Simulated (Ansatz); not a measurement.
# What a change of settings does to a run on Te₂Mo

The cell was built from the CdI2 type and relaxed in the same program, and has space group P-3m1; it needn't be a known or the stable phase.

First run: DFT, PBE, PAW with Ansatz's default frozen-core files, scalar-relativistic (Ansatz 0.2.0).

Command: `ansatz run input.yaml --threads 1 --pin off --max-ram 3072MiB --backend cpu --events-out ev --progress --plain --runs-dir out` The run took 33 s on 1 thread of Intel(R) Xeon(R) Platinum 8488C (Sapphire Rapids) (shared host).

```yaml
crystal:
  lattice:
    - [3.509081579, 0.0, 0.0]
    - [-1.7545407895, 3.0389537914, 0.0]
    - [0.0, 0.0, 7.9013555158]
  atoms:
    - { symbol: Mo, position: [0.0, 0.0, 0.0] }
    - { symbol: Te, position: [0.3333333333, 0.6666666667, 0.235388426] }
    - { symbol: Te, position: [0.6666666667, 0.3333333333, 0.764611574] }
kpoints:
  mp_grid: { grid: [12, 12, 7] }
  band_path:
    path:
      - [0.0, 0.0, 0.0]
      - [0.5, 0.0, 0.0]
      - [0.3333333333, 0.3333333333, 0.0]
      - [0.0, 0.0, 0.0]
      - [0.0, 0.0, 0.5]
      - [0.5, 0.0, 0.5]
      - [0.3333333333, 0.3333333333, 0.5]
      - [0.0, 0.0, 0.5]
      - [0.5, 0.0, 0.5]
    npoints: 14
scf:
  occupations: { method: fermi_dirac, width: 0.05 }
hamiltonian:
  xc: pbe
  pseudopotentials: { kind: paw }
output:
  forces: true
  stress: true
  eigenvalues: true
  efg: { contact_densities: true }
  populations: true
  bader: true
  dos: { projected: true, de: 0.2, e_range: [-14, 8] }
  write_density: true
  write_potential: true
  elf: true
  volumetric_format: npy
```

Result: converged; pressure 0.02 GPa; no gap on the k mesh; 6 SCF iterations.

No spin–orbit coupling, which matters for the heavy atoms here.

The input is then changed:

```diff
@@ -8,4 +8,5 @@
     - { symbol: Te, position: [0.3333333333, 0.6666666667, 0.235388426] }
     - { symbol: Te, position: [0.6666666667, 0.3333333333, 0.764611574] }
+  symmetry: { detect: false }
 kpoints:
   mp_grid: { grid: [12, 12, 7] }
@@ -25,5 +26,5 @@
   occupations: { method: fermi_dirac, width: 0.05 }
 hamiltonian:
-  xc: pbe
+  xc: revpbe
   pseudopotentials: { kind: paw }
 output:
@@ -33,9 +34,3 @@
   efg: { contact_densities: true }
   populations: true
-  bader: true
-  dos: { projected: true, de: 0.2, e_range: [-14, 8] }
-  write_density: true
-  write_potential: true
-  elf: true
-  volumetric_format: npy
```

Task: Predict the outcome of the changed run.

Result: It converged; pressure 1.27 GPa; largest force 0.077 eV/Å; no gap on the k mesh; 6 SCF iterations.
